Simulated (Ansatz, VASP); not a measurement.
## TiB2: VASP beside Ansatz

INCAR

```
PREC = Accurate
ENCUT = 520
EDIFF = 1E-6
ISMEAR = -1
SIGMA = 0.1
LREAL = F
LASPH = T
NELM = 80
ALGO = Normal
ISIF = 2
LWAVE = F
LCHARG = T
GGA = CA
LELF = T
LVHAR = T
NBANDS = 16
```

File KPOINTS:

```
regular mesh
0
Gamma
  11 11 9
```

Contents of POSCAR:

```
TiB2
1.0
    2.7138613002      0.0000000000      0.0000000000
   -1.3569306501      2.3502728283      0.0000000000
    0.0000000000      0.0000000000      2.7688793643
Ti B
1 2
Direct
    0.0000000000      0.0000000000      0.0000000000
    0.3333333333      0.6666666667      0.5000000000
    0.6666666667      0.3333333333      0.5000000000
```

Input for Ansatz:

```yaml
crystal:
  lattice:
    - [2.7138613002, 0.0, 0.0]
    - [-1.3569306501, 2.3502728283, 0.0]
    - [0.0, 0.0, 2.7688793643]
  atoms:
    - { symbol: Ti, position: [0.0, 0.0, 0.0] }
    - { symbol: B, position: [0.3333333333, 0.6666666667, 0.5] }
    - { symbol: B, position: [0.6666666667, 0.3333333333, 0.5] }
kpoints:
  mp_grid: { grid: [11, 11, 9] }
scf:
  occupations: { method: fermi_dirac, width: 0.1 }
hamiltonian:
  xc: lda
  pseudopotentials: { kind: all_electron, lapw: { basis_error: 0.001 } }
output:
  forces: true
  stress: true
  eigenvalues: true
  populations: true
```

Change from the starting cell: volume scaled by 0.72, LAPW.

Alike in both runs: task single point; functional LDA; k mesh 11 × 11 × 9; occupations fermi-dirac, width 0.1 eV; no spin polarisation.

|  | VASP | Ansatz |
| --- | --- | --- |
| version | VASP 6.6.1 | Ansatz 0.2.0 |
| potentials or method | VASP PAW LDA potentials, release 64 (Ti_sv, B) | all-electron LAPW, scalar-relativistic |
| plane-wave cutoff (eV) | 520 | see its input |

Ansatz gave:

| Quantity | Value |
| --- | --- |
| pressure (GPa) | 171.3 |
| largest component of the traceless stress (GPa) | 0.21 |

Question: Estimate VASP's values.

Answer: Pressure (GPa): 171.7; largest component of the traceless stress (GPa): 0.20.

Ansatz ran all-electron here, so the differences hold the error of VASP's frozen core and of both bases.

Caveats: the cell as given lies far from equilibrium; so large a pressure means that the cell lies far from this level's equilibrium, or that cutoff or potentials fall short (VASP).
